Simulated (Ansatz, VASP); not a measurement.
# BeS in VASP and in Ansatz

```
Be S
1.0
     2.39477    2.39477    0.00000
    -2.39477    2.39477    0.00000
     0.00000    2.39477    2.43862
Be S
1 1
Direct
  0.00000 0.00000 0.00000
  0.75000 0.25000 0.50000
```

Change from the starting cell: in-plane strain -0.01, out-of-plane length and atoms relaxed by PAW.

Alike in both runs: functional PBEsol; k mesh 8 × 8 × 8; no spin polarisation.

Ansatz relaxed the structure, and its values are those at the end. VASP's run is a single point on that final structure, the one shown.

```csv
,VASP,Ansatz
version,VASP 6.6.1,Ansatz 0.2.0
potentials or method,"VASP PAW PBE potentials, release 64 (Be, S)","PAW with Ansatz's default frozen-core files, scalar-relativistic"
plane-wave cutoff (eV),520,420
occupations,"gaussian, width 0.01 eV",fixed
valence electrons in the cell,8,8
```

```tsv
	VASP	Ansatz	Ansatz less VASP
pressure (GPa)	1.4	1.2	-0.16
```

Caveats: the PAW data sets were made with another functional, which shifts forces and pressure a little (VASP). A k mesh can miss the band edges.
